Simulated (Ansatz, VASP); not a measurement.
**NiO in VASP and in Ansatz**

```
Ni O
1.0
     0.00000    2.04332    2.04332
     2.04332    0.00000    2.04332
     2.04332    2.04332    0.00000
Ni O
1 1
Cartesian
  0.0000 0.0000 0.0000
  2.0433 2.0433 2.0433
```

Change from the starting cell: volume scaled by 0.94.

Alike in both runs: task single point; functional LDA; k mesh 11 × 11 × 11; occupations fermi-dirac, width 0.05 eV; collinear spin.

|  | VASP | Ansatz |
| --- | --- | --- |
| version | VASP 6.6.1 | Ansatz 0.2.0 |
| potentials or method | VASP PAW LDA potentials, release 64 (Ni, O), cutoff 520 eV | all-electron LAPW, scalar-relativistic |

VASP gave:

```
gap on the k mesh at the Fermi level (eV)                     : none
pressure (GPa)                                                : -7.4
net moment per atom (μB)                                      : 0.13
size of the moment on the site where the two differ most (μB) : 0.22
```

Problem. Estimate Ansatz's values.

Solution. gap on the k mesh at the Fermi level (eV): none; pressure (GPa): -7.6; net moment per atom (μB): 0.15; size of the moment on the site where the two differ most (μB): 0.26.

Site moments also hang on the region over which each program counts them. A gap of «none» marks a metal or a gap that the smearing closes. Ansatz ran all-electron here, so the differences hold the error of VASP's frozen core and of both bases.

Caveats: semilocal functionals often make such compounds metallic where correlation or magnetic order opens a gap, which also shifts bond lengths.
